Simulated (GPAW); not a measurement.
Write an ASE script for GPAW 26.7.0 that does the following.

| Quantity | Value |
| --- | --- |
| Task | single point |
| Functional | PBE |
| Potentials or basis | GPAW PAW data sets (gpaw-data 1.2.1) |
| Cutoff | 600 eV |
| Basis | pw |
| k mesh | 12 × 12 × 12 |
| Occupations | gaussian, width 0.014 eV |
| Spin | no spin polarisation |
| Maxiter | 150 |

The structure of Mo lies in Mo.xyz:

```xyz
1
Lattice="-1.5838089719 1.5838089719 1.5838089719 1.5838089719 -1.5838089719 1.5838089719 1.5838089719 1.5838089719 -1.5838089719" Properties=species:S:1:pos:R:3 pbc="T T T"
Mo     0.0000000000      0.0000000000      0.0000000000
```

One way to write it, as run:

run.py

```python
from ase.dft.bandgap import bandgap
from ase.io import read, write
from ase.units import GPa
from gpaw import GPAW, PW

atoms = read('Mo.xyz')

calc = GPAW(mode=PW(600),
            xc='PBE',
            kpts={'size': (12, 12, 12), 'gamma': True},
            occupations={'name': 'methfessel-paxton', 'order': 0, 'width': 0.014},
            nbands=16,
            convergence={'density': 1e-05, 'energy': 1e-05},
            maxiter=150,
            txt='gpaw.txt')
atoms.calc = calc
energy = atoms.get_potential_energy()
forces = atoms.get_forces()
stress = atoms.get_stress()
calc.write('gs.gpw')
write('result.traj', atoms)
print(f'Energy: {energy:.6f} eV')
print('Forces (eV/A):')
print(forces.round(4))
print('Stress (GPa):', (stress / GPa).round(3))
print('Fermi level:', round(calc.get_fermi_level(), 4), 'eV')
print(f'Gap: {bandgap(calc)[0]:.4f} eV, direct: {bandgap(calc, direct=True)[0]:.4f} eV')
```

Potentials or basis: GPAW PAW data sets (gpaw-data 1.2.1), pw.

Launch:

```console
$ OMP_NUM_THREADS=1 python run.py
```

It gave:

```json
{
 "Pressure": "-2.3 GPa",
 "Band gap on the k mesh": "none (metal or under the smearing width)"
}
```

Wall time 7.8 s on 1 thread of Intel(R) Xeon(R) Platinum 8488C (Sapphire Rapids) (shared host), peak memory 0.14 GiB.
